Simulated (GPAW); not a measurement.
Set up this calculation in GPAW 26.7.0, as an ASE script.

- Task: equation of state
- Functional: optPBE-vdW
- Potentials or basis: GPAW PAW data sets (gpaw-data 1.2.1)
- Cutoff: 600 eV
- Basis: pw
- k mesh: 7 × 7 × 7
- Occupations: fermi-dirac, width 0.05 eV
- Spin: no spin polarisation
- Maxiter: 150
- Eos scales: [0.94, 0.96, 0.98, 1.0, 1.02, 1.04, 1.06]

ZnSe (Stilleite):

```
CELL_PARAMETERS angstrom
0.00000 2.83380 2.83380
2.83380 0.00000 2.83380
2.83380 2.83380 0.00000
ATOMIC_POSITIONS crystal
Se 0.25000 0.25000 0.25000
Zn 0.00000 0.00000 0.00000
```

These files were run (other wordings do the same):

run.py

```python
from ase.eos import EquationOfState
from ase.io import Trajectory
from ase.spacegroup import crystal
from ase.units import GPa
from gpaw import GPAW, PW

# Se 4c
# Zn 4a
atoms = crystal(['Se', 'Zn'],
                basis=[[0.25, 0.25, 0.25],
                       [0.0, 0.0, 0.0]],
                spacegroup=216, setting=1,  # F-43m
                cellpar=[5.6676, 5.6676, 5.6676, 90.0, 90.0, 90.0],
                primitive_cell=True)

traj = Trajectory('eos.traj', 'w')
volumes, energies = [], []
for x in [0.94, 0.96, 0.98, 1.0, 1.02, 1.04, 1.06]:
    a = atoms.copy()
    a.set_cell(atoms.cell * x**(1 / 3), scale_atoms=True)
    calc = GPAW(mode=PW(600),
                xc={'name': 'optPBE-vdW', 'backend': 'libvdwxc'},
                kpts={'size': (7, 7, 7), 'gamma': True},
                occupations={'name': 'fermi-dirac', 'width': 0.05},
                nbands=18,
                convergence={'density': 1e-05, 'energy': 1e-05},
                maxiter=150,
                txt=f'eos-{x:.2f}.txt')
    a.calc = calc
    energies.append(a.get_potential_energy(force_consistent=True))
    volumes.append(a.get_volume())
    calc.write(f'eos-{x:.2f}.gpw')
    traj.write(a)
    print(f'{x:.2f} {volumes[-1]:10.4f} A^3 {energies[-1]:14.6f} eV', flush=True)

v0, e0, B = EquationOfState(volumes, energies, eos='birchmurnaghan').fit()
print(f'V0 = {v0:.4f} A^3, E0 = {e0:.6f} eV, B0 = {B / GPa:.2f} GPa')
```

Potentials or basis: GPAW PAW data sets (gpaw-data 1.2.1), pw.

The run is started by

```sh
$ OMP_NUM_THREADS=1 python run.py
```

It gave:

```
Equilibrium volume : 24.33 Å³/atom (rough: see the caveat)
Bulk modulus       : 51 GPa (rough)
```

Caveat: the minimum lies outside the volumes run; the PAW data sets were made with another functional, which shifts forces and pressure a little.

It took 91 s on 1 thread of Arm Neoverse V1 (shared host), peak memory 0.29 GiB.
